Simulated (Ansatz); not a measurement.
Crystal: CdF2.

```
Cd F
1.0
     0.00000    2.69400    2.69400
     2.69400    0.00000    2.69400
     2.69400    2.69400    0.00000
Cd F
1 2
Direct
  0.00000 0.00000 0.00000
  0.75000 0.75000 0.75000
  0.25000 0.25000 0.25000
```

| Item | Value |
| --- | --- |
| Program | Ansatz 0.2.0 |
| Task | relaxation of cell and atoms |
| Functional | RPBE |
| Dispersion | D4 |
| Potentials or basis | Ansatz PAW |
| Cutoff | 420 eV (not typed: the program's choice for these potentials) |
| k mesh | 9 × 9 × 9 |
| Occupations | fermi-dirac, width 0.05 eV |
| Spin | no spin polarisation |

At the start: volume 13.03 Å³/atom.

Problem. Where does the relaxation end?

Solution. It ends after 8 steps and the volume is 13.77 Å³/atom (+5.6 %); space group Fm-3m (No. 225, to 0.05 Å).

Step by step:
| step | energy change (eV) | largest force (eV/Å) | volume (Å³) |
| --- | --- | --- | --- |
| 1 | 0.0000 | 0.0000 | 39.10 |
| 2 | -0.0273 | 0.0000 | 41.03 |
| 3 | -0.0271 | 0.0000 | 41.10 |
| 4 | -0.0368 | 0.0000 | 41.10 |
| 5 | -0.0364 | 0.0000 | 41.29 |
| 6 | -0.0371 | 0.0000 | 41.29 |
| 7 | -0.0371 | 0.0000 | 41.31 |
| 8 | -0.0371 | 0.0000 | 41.31 |

Final structure:
```xyz
3
Lattice="0.0000 2.7437 2.7437 2.7437 0.0000 2.7437 2.7437 2.7437 0.0000" Properties=species:S:1:pos:R:3 pbc="T T T"
Cd    0.0000    0.0000    0.0000
F     4.1155    4.1155    4.1155
F     1.3718    1.3718    1.3718
```

Caveat: the plane-wave basis is chosen anew once the cell has moved, so the energies of steps on either side of that aren't comparable; the pressure holds a Pulay correction of +0.5 GPa for the finite cutoff; the PAW data sets come from PBE, with cores solved anew for the run's functional, which leaves a small shift of forces and pressure.
